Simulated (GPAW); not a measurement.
Runs of GPAW 26.7.0 on CuO. It takes space group P6_3/mmc (No. 194, hexagonal). Conventional cell: a = 3.180 Å, b = 3.180 Å, c = 4.431 Å, α = 90.00°, β = 90.00°, γ = 120.00°. Cu (site symmetry -3m) has 6 O at 2.14 Å and 2 Cu at 2.22 Å as nearest neighbours. O (site symmetry -6m2) has 6 Cu at 2.14 Å as nearest neighbours. Measurements of this composition are mostly on another form, of space group No. 15.

```tsv
level	U	pressure (GPa)
PBEsol+U	Cu d U = 1 eV	-1.4
PBEsol+U	Cu d U = 2 eV	-1.9
PBEsol	-	-0.9
PBEsol+U	Cu d U = 6 eV	(a)
PBEsol+U	Cu d U = 8 eV	(b)
```

Alike in all rows: task band structure; potentials or basis PAW data sets generated in the run's folder for this functional, pw; no spin polarisation; cell as given; k mesh 7 × 7 × 5; cutoff (eV) 800; smearing fermi-dirac 0.05 eV.

Fill in the values left out.

(a) -3.6; (b) -4.3.

Caveats: with this Cu data set, volumes or pressures lay over 1.5 % or 2 GPa off other programs in two to four cells of ten; the run has no spin polarisation, though such a crystal can be magnetic; U without spin polarisation on a metal has little footing (some runs).
